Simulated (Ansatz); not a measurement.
Strain and the gap of BN (zincblende)

BN (zincblende), relaxed with r2SCAN in the PAW code Ansatz. Space group F-43m (No. 216), cubic; a = 3.610 Å in the conventional setting, 5.88 Å³ an atom. B is surrounded by 4 N at 1.56 Å; N is surrounded by 4 B at 1.56 Å.

The axes x, y and z are those of this cell:
```
B N
1.0
     0.00000    1.80483    1.80483
     1.80483    0.00000    1.80483
     1.80483    1.80483    0.00000
B N
1 1
Cartesian
  0.0000 0.0000 0.0000
  0.9024 0.9024 0.9024
```

Unstrained: The PBE gap is indirect, 4.477 eV (Γ to X), below the direct gap of 8.852 eV at Γ. The r2SCAN gap is indirect, 5.003 eV (Γ to X), below the direct gap of 9.587 eV at Γ. The HSE06 gap is indirect, 5.794 eV (Γ to X), below the direct gap of 10.592 eV at Γ. Meshes: PBE 12×12×12, r2SCAN 12×12×12, HSE06 8×8×8. Strains are changes of length per length, and xy shears are angles. After each strain the atoms were relaxed again with r2SCAN within the symmetry that the strain leaves, so tilts or polar shifts that break it weren't tested; points keep the names that they have in the unstrained zone. The values are computed, spin-unpolarised, and not measurements.

Changes of the least gap in eV (an overlap counts as a negative gap):
```
                                                                    strain  volume change (%)  space group     PBE  r2SCAN   HSE06  energy rise, r2SCAN (meV/atom)
                                              uniaxial -2.67 % along [111]               -2.7          R3m  -0.096  -0.091  -0.076                            14.1
                              xy shear, engineering strain (angle) +2.43 %                0.0         Imm2  -0.096  -0.098  -0.087                             5.1
epitaxial -1.09 % in the plane normal to [111], free normal strain +0.19 %               -2.0          R3m  -0.009  -0.002  +0.001                             4.9
```

Uniaxial -2.67 % along [111], other directions held. HSE06: the gap goes from 5.794 to 5.718 eV (-0.076 eV); with r2SCAN the top three valence levels at Γ, degenerate before, become 1+2 from the top over 156 meV. Stress change with r2SCAN, compression positive: xx +11.46, yy +11.46, zz +11.46, xy +9.04, xz +9.04, yz +9.04 GPa.

Xy shear, engineering strain (angle) +2.43 %. HSE06: the gap goes from 5.794 to 5.707 eV (-0.087 eV); with r2SCAN the top three valence levels at Γ, degenerate before, become 1+1+1 from the top over 113 meV. Stress change with r2SCAN, compression positive: xx +0.37, yy +0.37, zz +0.06, xy -11.37 GPa.

Epitaxial -1.09 % in the plane normal to [111], free normal strain +0.19 %. HSE06: the gap goes from 5.794 to 5.795 eV (+0.001 eV); with r2SCAN the top three valence levels at Γ, degenerate before, become 2+1 from the top over 71 meV. Stress change with r2SCAN, compression positive: xx +8.23, yy +8.23, zz +8.23, xy -4.18, xz -4.18, yz -4.18 GPa.

The meshes of the hybrids are coarse, so their gaps aren't converged to the digits shown.

The splittings at Γ are without spin-orbit coupling, which regroups them where it is of like size or larger.
